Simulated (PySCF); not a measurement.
Spin-rotation constants: `InChI=1S/C5H5N/c1-2-4-6-5-3-1/h1-5H`

Molfile (atoms numbered from 1):
```
C5H5N
     RDKit          3D

 11 11  0  0  0  0  0  0  0  0999 V2000
    0.0799    1.1511   -0.0215 C   0  0  0  0  0  0  0  0  0  0  0  0
    1.2310    0.3676    0.0055 C   0  0  0  0  0  0  0  0  0  0  0  0
    1.0870   -1.0201    0.0303 C   0  0  0  0  0  0  0  0  0  0  0  0
   -0.0919   -1.6369    0.0297 N   0  0  0  0  0  0  0  0  0  0  0  0
   -1.1862   -0.8806    0.0037 C   0  0  0  0  0  0  0  0  0  0  0  0
   -1.1588    0.5143   -0.0225 C   0  0  0  0  0  0  0  0  0  0  0  0
    0.1471    2.2419   -0.0413 H   0  0  0  0  0  0  0  0  0  0  0  0
    2.2252    0.8198    0.0073 H   0  0  0  0  0  0  0  0  0  0  0  0
    1.9744   -1.6639    0.0517 H   0  0  0  0  0  0  0  0  0  0  0  0
   -2.1458   -1.4112    0.0035 H   0  0  0  0  0  0  0  0  0  0  0  0
   -2.0900    1.0846   -0.0430 H   0  0  0  0  0  0  0  0  0  0  0  0
  1  2  2  0
  2  3  1  0
  3  4  2  0
  4  5  1  0
  5  6  2  0
  6  1  1  0
  1  7  1  0
  2  8  1  0
  3  9  1  0
  5 10  1  0
  6 11  1  0
M  END
```

Theory: GIAO B3LYP/ANO-RCC-VDZP magnetisability, rotational g tensor and spin-rotation constants, non-relativistic, gas phase (PySCF 2.14.0). Geometry: PBE0-D3(BJ)/def2-SVP.

(1) Give the nuclear spin-rotation constants along the inertial axes (H = +C I·J) beside the isotropic shieldings.

Answers

(1) Rotational constants 6.0500, 5.8367, 2.9707 GHz. A star marks the isotopologue with that one atom substituted, in its own axes.
```csv
atom,isotope,Caa (kHz),Cbb (kHz),Ccc (kHz),mean (kHz),σ (ppm)
N4,14N,1.324,1.869,0.020,1.071,-86.6
H7,1H,0.722,-0.600,-0.283,-0.054,23.7
H8,1H,-0.315,0.384,-0.297,-0.076,24.2
H9,1H,-0.263,0.414,-0.242,-0.030,22.6
H10,1H,-0.262,0.413,-0.242,-0.030,22.6
H11,1H,-0.316,0.385,-0.297,-0.076,24.2
C1,13C*,3.056,2.107,0.306,1.823,49.0
C2,13C*,2.556,2.231,0.332,1.706,60.4
C3,13C*,2.604,2.668,0.459,1.910,32.6
```
For the geometry as given, no vibrational averaging.
